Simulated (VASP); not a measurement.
# CoO (Fm-3m) in VASP: a series of runs

One crystal, CoO, is run at these levels: PBE+U; tasks: vibrations by finite differences.

All numbers are computed with VASP 6.6.1; they aren't measurements. Logs are shortened: lines on timing, memory, paths and dates and some standing lists are left out, and cuts for length are marked.

## Step 1: The structure

The structure is cubic, space group Fm-3m (No. 225). The conventional cell has a = 4.246 Å, b = 4.246 Å, c = 4.246 Å, α = 90.00°, β = 90.00°, γ = 90.00°. Co (site symmetry m-3m) is surrounded by 6 O at 2.12 Å. O (site symmetry m-3m) is surrounded by 6 Co at 2.12 Å.

## Step 2: Vibrations by finite differences, PBE+U, collinear spin, ferromagnetic start

Contents of INCAR:

```
SYSTEM = CoO
  PREC = Accurate
  ENCUT = 520
  EDIFF = 1E-8
  ISMEAR = 0
  SIGMA = 0.02
  LREAL = .FALSE.
  LASPH = .TRUE.
  NELM = 100
  ALGO = Normal
  ISIF = 3
  LWAVE = .FALSE.
  LCHARG = .FALSE.
  ISPIN = 2
  MAGMOM = 3 0
  LORBIT = 11
  LMAXMIX = 4
  LDAU = .TRUE.
  LDAUTYPE = 2
  LDAUL = 2 -1
  LDAUU = 3.3 0
  LDAUJ = 0 0
  LDAUPRINT = 1
  GGA = PE
  NBANDS = 18
  IBRION = 6
  NFREE = 2
  POTIM = 0.015
  NSW = 1
```

Contents of KPOINTS:

```
Automatic mesh
0
G
  12 12 12
  0 0 0
```

Contents of POSCAR:

```
CoO                                     
1.0
    0.0000000000      2.1229092923      2.1229092923
    2.1229092923      0.0000000000      2.1229092923
    2.1229092923      2.1229092923      0.0000000000
  Co              O             
     1     1
Direct
     0.0000000000000000    0.0000000000000000    0.0000000000000000
     0.5000000000000000    0.5000000000000000    0.5000000000000000
```

Potentials or basis: VASP PAW PBE potentials, release 64 (Co, O).

Run with:

```sh
> cat potpaw_PBE.64/Co/POTCAR potpaw_PBE.64/O/POTCAR > POTCAR
> mpirun -np 1 vasp_std > vasp.out
```

OUTCAR:

```text
SYSTEM = CoO
   PREC = Accurate
   ENCUT = 520
   EDIFF = 1E-8
   ISMEAR = 0
   LREAL = .FALSE.
   LASPH = .TRUE.
   NELM = 100
   ISIF = 3
   ISPIN = 2
   LORBIT = 11
   GGA = PE
   IBRION = 6
   NFREE = 2
   POTIM = 0.015
   NSW = 1

 ion  position               nearest neighbor table
   1  0.000  0.000  0.000-   2 2.12   2 2.12   2 2.12   2 2.12   2 2.12   2 2.12
   2  0.500  0.500  0.500-   1 2.12   1 2.12   1 2.12   1 2.12   1 2.12   1 2.12

  LATTYP: Found a face centered cubic cell.
 ALAT       =     4.2458185846

  Lattice vectors:

 A1 = (   0.0000000000,   2.1229092923,   2.1229092923)
 A2 = (   2.1229092923,   0.0000000000,   2.1229092923)
 A3 = (   2.1229092923,   2.1229092923,   0.0000000000)

Analysis of symmetry for initial positions (statically):
=====================================================================
 Subroutine PRICEL returns:
 Original cell was already a primitive cell.

 Routine SETGRP: Setting up the symmetry group for a
 face centered cubic supercell.

 Subroutine GETGRP returns: Found 48 space group operations
 (whereof 48 operations were pure point group operations)
 out of a pool of 48 trial point group operations.

The static configuration has the point symmetry O_h .

Analysis of symmetry for dynamics (positions and initial velocities):
=====================================================================
 Subroutine PRICEL returns:
 Original cell was already a primitive cell.

 Routine SETGRP: Setting up the symmetry group for a
 face centered cubic supercell.

 Subroutine GETGRP returns: Found 48 space group operations
 (whereof 48 operations were pure point group operations)
 out of a pool of 48 trial point group operations.

The dynamic configuration has the point symmetry O_h .

Analysis of structural, dynamic, and magnetic symmetry:
=====================================================================
 Subroutine PRICEL returns:
 Original cell was already a primitive cell.

 Routine SETGRP: Setting up the symmetry group for a
 face centered cubic supercell.

 Subroutine GETGRP returns: Found 48 space group operations
 (whereof 48 operations were pure point group operations)
 out of a pool of 48 trial point group operations.

The overall configuration has the point symmetry O_h .

 Subroutine INISYM returns: Found 48 space group operations
 (whereof 48 operations are pure point group operations),
 and found     1 'primitive' translations

----------------------------------------------------------------------------------------

                                     Primitive cell

  volume of cell :      19.1348

  direct lattice vectors                    reciprocal lattice vectors
     0.000000000  2.122909292  2.122909292    -0.235525843  0.235525843  0.235525843
     2.122909292  0.000000000  2.122909292     0.235525843 -0.235525843  0.235525843
     2.122909292  2.122909292  0.000000000     0.235525843  0.235525843 -0.235525843

  length of vectors
     3.002247113  3.002247113  3.002247113     0.407942726  0.407942726  0.407942726

  position of ions in fractional coordinates (direct lattice)
     0.000000000  0.000000000  0.000000000
     0.500000000  0.500000000  0.500000000

[... 320 lines left out ...]
  0.0000  0.0000  0.0000  0.9683  0.0000
  0.0000  0.0000 -0.0000  0.0000  1.0131

spin component  2

  0.6537  0.0000  0.0000 -0.0000  0.0000
  0.0000  0.6536 -0.0000 -0.0000  0.0000
  0.0000 -0.0000  0.1395 -0.0000 -0.0000
 -0.0000 -0.0000 -0.0000  0.6537  0.0000
  0.0000  0.0000 -0.0000  0.0000  0.1396

 occupancies and eigenvectors

  o =  0.1395  v =  0.0000  0.0000  0.0000  0.0000  0.0000  0.0000  0.0000 -0.8660 -0.0000 -0.5000      0.0000  0.0000  0.0000  0.0000  0.0000  0.0000  0.0000  0.0000  0.0000  0.0000
  o =  0.1396  v =  0.0000  0.0000  0.0000  0.0000  0.0000  0.0000 -0.0000 -0.5000 -0.0000  0.8660      0.0000  0.0000  0.0000  0.0000  0.0000  0.0000  0.0000  0.0000  0.0000  0.0000
  o =  0.6536  v =  0.0000  0.0000  0.0000  0.0000  0.0000  0.0000  1.0000  0.0000  0.0000  0.0000      0.0000  0.0000  0.0000  0.0000  0.0000  0.0000  0.0000  0.0000  0.0000  0.0000
  o =  0.6537  v =  0.0000  0.0000  0.0000  0.0000  0.0000  0.0000 -0.0000 -0.0000  1.0000  0.0000      0.0000  0.0000  0.0000  0.0000  0.0000  0.0000  0.0000  0.0000  0.0000  0.0000
  o =  0.6537  v =  0.0000  0.0000  0.0000  0.0000  0.0000  1.0000  0.0000  0.0000  0.0000  0.0000      0.0000  0.0000  0.0000  0.0000  0.0000  0.0000  0.0000  0.0000  0.0000  0.0000
  o =  0.9683  v =  0.0000 -1.0000  0.0000  0.0000 -0.0000  0.0000  0.0000  0.0000  0.0000  0.0000      0.0000  0.0000  0.0000  0.0000  0.0000  0.0000  0.0000  0.0000  0.0000  0.0000
  o =  0.9683  v =  1.0000  0.0000  0.0000  0.0000  0.0000  0.0000  0.0000  0.0000  0.0000  0.0000      0.0000  0.0000  0.0000  0.0000  0.0000  0.0000  0.0000  0.0000  0.0000  0.0000
  o =  0.9683  v =  0.0000 -0.0000  0.0000 -1.0000  0.0000  0.0000  0.0000  0.0000  0.0000  0.0000      0.0000  0.0000  0.0000  0.0000  0.0000  0.0000  0.0000  0.0000  0.0000  0.0000
  o =  1.0131  v =  0.0000  0.0000 -0.8660 -0.0000 -0.5000  0.0000  0.0000  0.0000  0.0000  0.0000      0.0000  0.0000  0.0000  0.0000  0.0000  0.0000  0.0000  0.0000  0.0000  0.0000
  o =  1.0131  v =  0.0000  0.0000  0.5000 -0.0000 -0.8660  0.0000  0.0000  0.0000  0.0000  0.0000      0.0000  0.0000  0.0000  0.0000  0.0000  0.0000  0.0000  0.0000  0.0000  0.0000

--------------------------------------- Ionic step       17  -------------------------------------------

 number of electron      15.0000003 magnetization       3.0000000

 Free energy of the ion-electron system (eV)
  ---------------------------------------------------
  ext. energy  EPLUGINS =         0.00000000
  ---------------------------------------------------
  free energy    TOTEN  =       -11.30011428 eV

  energy without entropy =      -11.29913759  energy(sigma->0) =      -11.29962593

 E-fermi :   7.5224     XC(G=0): -12.4453

 val. band max:        7.5187279010   @ k =  -0.2500   0.2500   0.0833
 cond. band min:       7.5255830835   @ k =   0.1667   0.0833   0.4167
 fundamental gap:      0.0068551825
 Fermi energy:         7.5224410625

 spin component 1

 k-point     1 :       0.0000    0.0000    0.0000
  band No.  band energies     occupation
      1     -12.0719      1.00000
      2       2.8937      1.00000
      3       2.8979      1.00000
      4       3.3391      1.00000
      5       3.3391      1.00000
      6       3.3413      1.00000
[... 1032 lines left out ...]
  FREE ENERGIE OF THE ION-ELECTRON SYSTEM (eV)
  ---------------------------------------------------
  free  energy   TOTEN  =       -11.3001142844 eV

  energy  without entropy=      -11.2991375855  energy(sigma->0) =      -11.29962593

 INTERNAL STRAIN TENSORS FROM STRAINED CELLS
 ============================================

 INTERNAL STRAIN TENSOR FOR ION    1 for displacements in x,y,z  (eV/Angst):
          X           Y           Z          XY          YZ          ZX
  --------------------------------------------------------------------------------
  x     0.00000    -0.00000     0.00000     0.00000    -0.00000     0.00000
  y     0.00000    -0.00000    -0.00000     0.00000     0.00000     0.00000
  z     0.00000     0.00000    -0.00000     0.00000     0.00000    -0.00000

 INTERNAL STRAIN TENSORS FROM DISPLACED ATOMS
 ============================================

 INTERNAL STRAIN TENSOR FOR ION    1 for displacements in x,y,z  (eV/Angst):
          X           Y           Z          XY          YZ          ZX
  --------------------------------------------------------------------------------
  x     0.00000     0.00000     0.00000     0.00000     0.00000     0.00000
  y     0.00000     0.00000     0.00000     0.00000     0.00000     0.00000
  z     0.00000     0.00000     0.00000     0.00000     0.00000     0.00000

 INTERNAL STRAIN TENSOR FOR ION    2 for displacements in x,y,z  (eV/Angst):
          X           Y           Z          XY          YZ          ZX
  --------------------------------------------------------------------------------
  x     0.00000     0.00000     0.00000     0.00000     0.00000     0.00000
  y     0.00000     0.00000     0.00000     0.00000     0.00000     0.00000
  z     0.00000     0.00000     0.00000     0.00000     0.00000     0.00000

 Eigenvectors and eigenvalues of the dynamical matrix
 ----------------------------------------------------

   1 f  =    9.157449 THz    57.537951 2PiTHz  305.459628 cm-1    37.872150 meV
             X         Y         Z           dx          dy          dz
      0.000000  0.000000  0.000000    -0.462040    0.000000    0.000000
      2.122909  2.122909  2.122909     0.886859    0.000000    0.000000
[... 21 lines left out ...]
   6 f/i=    0.000482 THz     0.003026 2PiTHz    0.016064 cm-1     0.001992 meV
             X         Y         Z           dx          dy          dz
      0.000000  0.000000  0.000000     0.000000    0.000000    0.886859
      2.122909  2.122909  2.122909     0.000000    0.000000    0.462040

--------------------------------------------------------------------------------------------------------

 ELASTIC MODULI CONTR FROM IONIC RELAXATION (kBar)
 Direction    XX          YY          ZZ          XY          YZ          ZX
 --------------------------------------------------------------------------------
 XX           0.0000      0.0000      0.0000      0.0000      0.0000      0.0000
 YY           0.0000      0.0000      0.0000      0.0000      0.0000      0.0000
 ZZ           0.0000      0.0000      0.0000      0.0000      0.0000      0.0000
 XY           0.0000      0.0000      0.0000      0.0000      0.0000      0.0000
 YZ           0.0000      0.0000      0.0000      0.0000      0.0000      0.0000
 ZX           0.0000      0.0000      0.0000      0.0000      0.0000      0.0000
 --------------------------------------------------------------------------------

 TOTAL ELASTIC MODULI (kBar)
 Direction    XX          YY          ZZ          XY          YZ          ZX
 --------------------------------------------------------------------------------
 XX        2962.2555   1258.3887   1258.3887     -0.0000     -0.0000      0.0000
 YY        1258.3887   2962.2555   1258.3887     -0.0000      0.0000      0.0000
 ZZ        1258.3887   1258.3887   2962.2555      0.0000     -0.0000     -0.0000
 XY          -0.0000     -0.0000      0.0000    200.9828     -0.0000      0.0000
 YZ          -0.0000      0.0000     -0.0000     -0.0000    200.9828     -0.0000
 ZX           0.0000      0.0000     -0.0000      0.0000     -0.0000    200.9828
 --------------------------------------------------------------------------------

 total charge

# of ion       s       p       d       tot
------------------------------------------
    1        0.300   0.369   7.147   7.815
    2        1.552   3.452   0.000   5.005
--------------------------------------------------
tot          1.852   3.821   7.147  12.820

 magnetization (x)

# of ion       s       p       d       tot
------------------------------------------
    1        0.021   0.018   2.690   2.729
    2        0.024   0.236   0.000   0.259
--------------------------------------------------
tot          0.045   0.254   2.690   2.988
```

It took 50 min on 1 thread of Intel Xeon Platinum 8488C (Sapphire Rapids), shared host; peak memory 0.63 GiB.

What came out:

```
Net moment                                            : 3.00 μB per cell
Site moments                                          : Co +2.73; O +0.26 μB
Valence electrons inside the program's atomic spheres : Co 7.82; O 5.00
Elastic constants C11, C12, C44                       : 296, 126, 20 GPa
Voigt bulk modulus                                    : 183 GPa
Highest phonon frequency at Γ                         : 305 cm⁻¹
```

Phonon frequencies in cm⁻¹ (negative: imaginary):
```
              q point        frequencies
(0.000, 0.000, 0.000)  0 0 0 305 305 305
```

Elastic tensor in Voigt notation (GPa, in the Cartesian axes of the cell as first typed):
```
296 126 126   0   0   0
126 296 126   0   0   0
126 126 296   0   0   0
  0   0   0  20   0   0
  0   0   0   0  20   0
  0   0   0   0   0  20
```

Eigenvalues of the final occupation matrices:
| site | spin | trace | eigenvalues |
| --- | --- | --- | --- |
| site 1 d | 1 | 4.93 | 0.97 0.97 0.97 1.01 1.01 |
| site 1 d | 2 | 2.24 | 0.14 0.14 0.65 0.65 0.65 |

Clamped-ion elastic tensor (GPa):
```
296 126 126   0   0   0
126 296 126   0   0   0
126 126 296   0   0   0
  0   0   0  20   0   0
  0   0   0   0  20   0
  0   0   0   0   0  20
```

Caveat: elastic constants of metals need much finer meshes, so these are rough; a cell with one magnetic atom can't hold antiferromagnetic order, which such compounds often take. The state reached can hang on the start; a lower one may exist.

(Part 1 of 2 ends here.)
